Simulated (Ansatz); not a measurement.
# TiO2: stress in a strained cell

TiO2 is deformed so: equal xy, yz and zx engineering shear strains of -2 %. What stress and forces result, by LAPW, PAW and all-electron datasets made for the crystal?

Computed with Ansatz 0.2.0 (DFT PBE, scalar-relativistic, unless a step's input says otherwise).

## (1) The system as given

The structure is tetragonal, space group P4_2/mnm (No. 136). Conventional cell: a = 4.594 Å, b = 4.594 Å, c = 2.959 Å, α = 90.00°, β = 90.00°, γ = 90.00°. Ti (site symmetry mmm) is surrounded by 6 O at 1.94 to 1.99 Å. O (site symmetry m2m) is surrounded by 3 Ti at 1.94 to 1.99 Å.

Coordinates:

```xyz
6
Lattice="4.5940 0.0000 0.0000 0.0000 4.5940 0.0000 0.0000 0.0000 2.9590" Properties=species:S:1:pos:R:3 pbc="T T T"
Ti    0.0000    0.0000    0.0000
Ti    2.2970    2.2970    1.4795
O     1.4058    1.4058    0.0000
O     0.8912    3.7028    1.4795
O     3.1882    3.1882    0.0000
O     3.7028    0.8912    1.4795
```

Atoms are numbered in the order of the input: Ti1, Ti2, O3, O4, O5, O6.

## (2) The deformed structure

Space group P4_2/mnm before, C2/m after.

## (3) All-electron LAPW

The input, input.yaml:

```yaml
crystal:
  lattice:
    - [4.594, -0.04594, -0.04594]
    - [-0.04594, 4.594, -0.04594]
    - [-0.02959, -0.02959, 2.959]
  atoms:
    - { symbol: Ti, position: [0.0, 0.0, 0.0] }
    - { symbol: Ti, position: [0.5, 0.5, 0.5] }
    - { symbol: O, position: [0.306, 0.306, 0.0] }
    - { symbol: O, position: [0.194, 0.806, 0.5] }
    - { symbol: O, position: [0.694, 0.694, 0.0] }
    - { symbol: O, position: [0.806, 0.194, 0.5] }
kpoints:
  mp_grid: { grid: [7, 7, 10] }
  band_path:
    path:
      - [0.0, 0.0, 0.0]
      - [0.0, 0.0, 0.5]
      - [-0.4942754188, 0.4942754188, 0.5]
      - [-0.5057245812, -0.4942754188, 0.5]
      - [-0.5, -0.5, 0.5]
      - [0.0, 0.0, 0.0]
      - [-0.5, 0.5, 0.0]
      - [-0.5, 0.0, 0.5]
      - [0.0, 0.0, 0.0]
    npoints: 5
scf:
  occupations: { method: fermi_dirac, width: 0.05 }
hamiltonian:
  xc: pbe
  pseudopotentials: { kind: all_electron, lapw: { basis_error: 0.0005 } }
output:
  forces: true
  stress: true
  eigenvalues: true
```

Launch:

```bash
$ ansatz run input.yaml --threads 2 --pin off --max-ram 6144MiB --backend cpu --events-out ev --progress --plain --runs-dir out
```

## (4) PAW with frozen cores

The input, input.yaml:

```yaml
crystal:
  lattice:
    - [4.594, -0.04594, -0.04594]
    - [-0.04594, 4.594, -0.04594]
    - [-0.02959, -0.02959, 2.959]
  atoms:
    - { symbol: Ti, position: [0.0, 0.0, 0.0] }
    - { symbol: Ti, position: [0.5, 0.5, 0.5] }
    - { symbol: O, position: [0.306, 0.306, 0.0] }
    - { symbol: O, position: [0.194, 0.806, 0.5] }
    - { symbol: O, position: [0.694, 0.694, 0.0] }
    - { symbol: O, position: [0.806, 0.194, 0.5] }
kpoints:
  mp_grid: { grid: [7, 7, 10] }
scf:
  occupations: { method: fermi_dirac, width: 0.05 }
hamiltonian:
  xc: pbe
  pseudopotentials: { kind: paw }
output:
  forces: true
  stress: true
  eigenvalues: true
  efg: { contact_densities: true }
```

## (5) Datasets made for this crystal

input.yaml: that of step 4 with these lines changed.

```diff
@@ -18,3 +18,3 @@
   xc: pbe
-  pseudopotentials: { kind: paw }
+  pseudopotentials: { kind: all_electron, datasets: crystal }
 output:
```

(Steps that only read results are left out.)

**Question.** What will these runs give? Wanted: pressure; largest shear or deviatoric stress.

The runs gave:

| quantity | value |
| --- | --- |
| pressure | LAPW 5.71, PAW 5.71, crystal datasets 5.71 GPa |
| largest shear or deviatoric stress (LAPW) | 4.61 GPa |

In words: The largest part of the stress beyond the pressure is 4.61 GPa in size, in the xy component; the atoms are carried along and not relaxed. No run of the undeformed cell stands beside it, so the pressure holds what the given cell had before the change. PAW: stress within 0.02 GPa of LAPW, forces within 1 meV/Å. Crystal datasets: stress within 0.01 GPa of LAPW, forces within 1 meV/Å.
